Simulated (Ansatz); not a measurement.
## TiS$_{2}$: do energies and stresses tell the same story?

Theory: Ansatz, DFT PBE+D3(BJ), scalar-relativistic, plane waves, PAW.

Settings: cutoff 420 eV, Γ-centred mesh 12×12×8 on the computed 3-atom cell, Gaussian smearing of 0.10 eV; no spin polarisation.

Relaxed cell: P-3m1, a = 3.359 Å, b = 3.359 Å, c = 5.524 Å, α = 90.00°, β = 90.00°, γ = 120.00°, 3 atoms in the primitive cell.

Energies at zero smearing and pressures from the stress tensor, at volumes with shape and atoms relaxed:
```json
{"V (Å³/atom)": "15.833", "E − E(first) (meV/atom)": "0.00", "P (GPa)": "8.38"}
{"V (Å³/atom)": "16.372", "E − E(first) (meV/atom)": "-23.49", "P (GPa)": "5.58"}
{"V (Å³/atom)": "16.912", "E − E(first) (meV/atom)": "-38.34", "P (GPa)": "3.27"}
{"V (Å³/atom)": "17.452", "E − E(first) (meV/atom)": "-46.15", "P (GPa)": "1.42"}
{"V (Å³/atom)": "17.992", "E − E(first) (meV/atom)": "-48.45", "P (GPa)": "0.00"}
{"V (Å³/atom)": "18.531", "E − E(first) (meV/atom)": "-46.64", "P (GPa)": "-1.01"}
{"V (Å³/atom)": "19.071", "E − E(first) (meV/atom)": "-42.19", "P (GPa)": "-1.67"}
{"V (Å³/atom)": "19.791", "E − E(first) (meV/atom)": "-33.40", "P (GPa)": "-2.25"}
```

**Question.** Check P = −dE/dV between neighbouring volumes, and get the bulk modulus from the pressures alone.

**Answer.** With 1 eV/Å³ = 160.2 GPa:
| middle V (Å³/atom) | −ΔE/ΔV (GPa) | mean P (GPa) |
| --- | --- | --- |
| 16.102 | 6.973 | 6.979 |
| 16.642 | 4.408 | 4.424 |
| 17.182 | 2.318 | 2.346 |
| 17.722 | 0.682 | 0.713 |
| 18.261 | -0.536 | -0.502 |
| 18.801 | -1.322 | -1.338 |
| 19.431 | -1.956 | -1.959 |

The two differ by 0.03 GPa at most. The mean of two end pressures misses the average over a step by about ΔV² P″/12, up to 0.05 GPa here; with that taken off 0.04 GPa remains, from the smearing term (the stress is the derivative of the free energy), the finite cutoff, the mesh or the relaxation's tolerance. Around V = 17.992 Å³/atom, the two neighbours give B = −V ΔP/ΔV = 17.992 × 2.43 / 1.079 = 40.5 GPa, against B0 = 38.3 GPa from the Birch–Murnaghan fit of the energies, which describes these points poorly (B0' = 9.2).

A ferromagnetic start lost its moments in a first run, so spin was left out; other magnetic orders weren't tried.